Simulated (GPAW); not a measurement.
Runs of GPAW 26.7.0 on CoO. It takes space group F-43m (No. 216, cubic). Conventional cell: a = 4.687 Å, b = 4.687 Å, c = 4.687 Å, α = 90.00°, β = 90.00°, γ = 90.00°. Co (site symmetry -43m) is surrounded by 4 O at 2.03 Å. Around O (site symmetry -43m) lie 4 Co at 2.03 Å. Measurements of this composition are mostly on another form, of space group No. 225.

```csv
task,level,potentials or basis,spin,U,fixed moment (μB),k mesh,cutoff (eV),smearing,mesh quality,gap on the mesh (eV),pressure (GPa),moment (μB)
single point,r2SCAN,"GPAW PAW data sets (gpaw-data 1.2.1), pw","collinear, ferromagnetic start",-,4.0,7 × 7 × 7,800,gaussian 0.05 eV,not flagged,-,(b),4.00
electron localisation function,RPBE,"the program's PAW data sets (release 1.2.1) made for this functional, pw","collinear, ferromagnetic start",-,-,5 × 5 × 5,680,fermi-dirac 0.01 eV,coarse,(a),(c),3.00
single point,PBEsol+U,"PAW data sets generated in the run's folder for this functional, pw","collinear, ferromagnetic start",Co d U = 3 eV,-,7 × 7 × 7,800,gaussian 0.05 eV,not flagged,0.29,-9.3,3.00
single point,r2SCAN,"GPAW PAW data sets (gpaw-data 1.2.1), pw","collinear, ferromagnetic start",-,-,7 × 7 × 7,800,gaussian 0.05 eV,not flagged,0.35,-10.5,3.00
single point,PBEsol,"PAW data sets generated in the run's folder for this functional, pw","collinear, zero start",-,0.0,7 × 7 × 7,800,gaussian 0.05 eV,not flagged,-,-30.3,0.00
single point,r2SCAN+U,"GPAW PAW data sets (gpaw-data 1.2.1), pw","collinear, ferromagnetic start",Co d U = 3 eV,1.0,7 × 7 × 7,800,gaussian 0.05 eV,not flagged,-,-22.2,1.00
```

Alike in all rows: cell as given.

Estimate the missing entries.

(a) none; (b) -3.7; (c) -7.6.

Caveats: some runs use coarse meshes; a cell with one magnetic atom can't hold antiferromagnetic order, which such compounds often take (some runs); the PAW data sets were made with another functional, which shifts forces and pressure a little (some runs); the total moment is fixed, so each spin has its own Fermi level (some runs); the cutoff is short for stress and forces, so pressures can be off by a GPa or more (some runs); semilocal functionals often make such compounds metallic where correlation or magnetic order opens a gap, which also shifts bond lengths (some runs); the run has no moments, though such compounds are often magnetic (some runs); a magnetic state may lie lower (some runs).

